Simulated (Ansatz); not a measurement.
## A series in temperature on SiO2

Harmonic vibrational free energy, entropy and heat capacity at constant volume, per atom, from the force constants of a q mesh, imaginary modes left out; plane waves with PAW datasets, Gamma-centred k mesh. The results are calculated, by Ansatz 0.2.0.

Structure of every row (space group R-3m, No. 166):
```
CELL_PARAMETERS angstrom
1.34370 0.77580 4.57470
-1.34370 0.77580 4.57470
0.00000 -1.55150 4.57470
ATOMIC_POSITIONS crystal
Si 0.50000 0.50000 0.50000
O 0.76667 0.76667 0.76667
O 0.23333 0.23333 0.23333
```

Settings of every row: functional PBE; dispersion D3(BJ); spin none; wave cutoff 420 eV; k mesh 12x12x12; occupations fixed; smearing width 0 eV; pressure 0 GPa; phonon method linear response; q mesh 3x3x3.

Limits: coarse q mesh; phonon interpolation lacks quadrupole term; the cell comes from a prototype or a list of computed structures and needn't be the stable phase.

```
row  temperature (K)  phonon entropy (kB/atom)  phonon heat capacity (kB/atom)  phonon free energy (meV/atom)
  1              200                       0.6                           1.077                           98.4
  2              300                     1.172                           1.742                           90.8
  3              400                     1.735                           2.159                           78.2
  4              500                     2.246                           2.411                             61
  5              600                     2.701                            2.57                           39.7
  6              700                     3.106                           2.673                           14.6
  7              800                         ?                               ?                              ?
  8              900                     3.794                           2.795                          -45.1
  9             1000                      4.09                           2.832                            -79
```

Question: what phonon entropy and phonon heat capacity should row 7 give?

Worked fit of phonon entropy. Entropy rises as the heat capacity times the change of ln T, so take t = ln(T / 300 K). The shown rows have t = -0.4055, 0, 0.2877, 0.5108, 0.6931, 0.8473, 1.0986, 1.204. Least squares give phonon entropy = 1.2018 + 1.75212 × t + 0.55181 × t² kB/atom; a straight line predicts inner rows, each left out in turn, worse (root mean square 0.13 against 0.025 kB/atom). The rows lie off it by 0.018, -0.030, -0.017, 0.005, 0.020, 0.023, 0.001, -0.021 (root mean square 0.019 kB/atom), a smooth pattern that one more power would take up: the form is only approximate. The slope at t = 0, 1.75 kB/atom, estimates the heat capacity at 300 K. The withheld row has t = 0.9808, so the fit gives 1.2018 + 1.75212 × (0.9808) + 0.55181 × (0.9808)² = 3.451 kB/atom.

The calculation gave 3.467 kB/atom. The fit lies 0.016 kB/atom (0.46 % of the column's range) below it; its largest miss of a shown row is 0.030 kB/atom.

Worked fit of phonon heat capacity. At high temperature a harmonic heat capacity falls short of its limit by a term in 1/T², so take t = (100 K / T)². The shown rows have t = 0.25, 0.11111, 0.0625, 0.04, 0.02778, 0.02041, 0.01235, 0.01. Least squares give phonon heat capacity = 2.9509 − 14.0123 × t + 26.119 × t² kB/atom; a straight line predicts inner rows, each left out in turn, worse (root mean square 0.15 against 0.034 kB/atom). The rows lie off it by -0.003, 0.026, -0.018, -0.021, -0.012, -0.003, 0.013, 0.019 (root mean square 0.016 kB/atom), a smooth pattern that one more power would take up: the form is only approximate. The constant, 2.9509 kB/atom, is to be held against the harmonic limit of 3 k_B an atom. The withheld row has t = 0.01562, so the fit gives 2.9509 − 14.0123 × (0.01562) + 26.119 × (0.01562)² = 2.738 kB/atom.

The calculation gave 2.745 kB/atom. The fit lies 0.007 kB/atom (0.4 % of the column's range) below it; its largest miss of a shown row is 0.026 kB/atom.

The other values of row 7: phonon free energy -13.7 meV/atom.
